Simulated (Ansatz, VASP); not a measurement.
# Two plane-wave programs on MgI2

File INCAR:

```
SYSTEM = MgI2
ALGO = Normal
EDIFF = 1E-7
ENCUT = 520
GGA = PE
ISIF = 2
ISMEAR = 0
LASPH = .True.
LCHARG = .False.
LREAL = .False.
LWAVE = .False.
NBANDS = 15
NELM = 60
PREC = Accurate
SIGMA = 0.05
```

File KPOINTS:

```
k-points
0
Gamma
  6 6 4
  0 0 0
```

POSCAR

```
MgI2
1.0
    4.0290891177      0.0000000000      0.0000000000
   -2.0145445589      3.4892935301      0.0000000000
    0.0000000000      0.0000000000      7.0678600000
Mg I
1 2
Direct
    0.0000000000      0.0000000000      0.0000000000
    0.3333333333      0.6666666667      0.7576300000
    0.6666666667      0.3333333333      0.2423700000
```

Input for Ansatz:

```yaml
crystal:
  lattice:
    - [4.0290891177, 0.0, 0.0]
    - [-2.0145445589, 3.4892935301, 0.0]
    - [0.0, 0.0, 7.06786]
  atoms:
    - { symbol: Mg, position: [0.0, 0.0, 0.0] }
    - { symbol: I, position: [0.3333333333, 0.6666666667, 0.75763] }
    - { symbol: I, position: [0.6666666667, 0.3333333333, 0.24237] }
basis:
  ecutwfc: 420
kpoints:
  mp_grid: { grid: [6, 6, 4] }
hamiltonian:
  xc: pbe
scf:
  occupations: { method: gaussian, width: 0.05 }
output:
  forces: true
  stress: true
  eigenvalues: true
  write_density: true
  write_potential: true
  elf: true
  volumetric_format: npy
```

Change from the starting cell: strain -0.030 along x and y, +0.030 along z, atoms carried along.

Alike in both runs: task single point; functional PBE; k mesh 6 × 6 × 4; occupations gaussian, width 0.05 eV; no spin polarisation.

|  | VASP | Ansatz |
| --- | --- | --- |
| version | VASP 6.6.1 | Ansatz 0.2.0 |
| potentials or method | VASP PAW PBE potentials, release 64 (Mg, I) | scalar-relativistic, plane waves, PAW |
| plane-wave cutoff (eV) | 520 | 420 |
| valence electrons in the cell | 16 | 44 |

Ansatz gave:

- gap on the k mesh at the Fermi level (eV): 3.47
- least direct gap on the mesh (eV): 3.84
- pressure (GPa): 2.5
- largest component of the traceless stress (GPa): 1.24
- rms of the force components (eV/Å): 0.014

**Question.** Which values does VASP return?

**Answer.** gap on the k mesh at the Fermi level (eV): 3.46; least direct gap on the mesh (eV): 3.82; pressure (GPa): 2.4; largest component of the traceless stress (GPa): 1.24; rms of the force components (eV/Å): 0.009.

Atom by atom the forces differ by 0.005 eV/Å (rms over components). The two sets of potentials don't hold the same shells in valence.

Caveats: spin-orbit coupling is left out, which moves the levels of the heavy elements; this functional lacks dispersion, which binds the layers, so the pressure and a relaxed spacing across them are unreliable. A k mesh can miss the band edges.
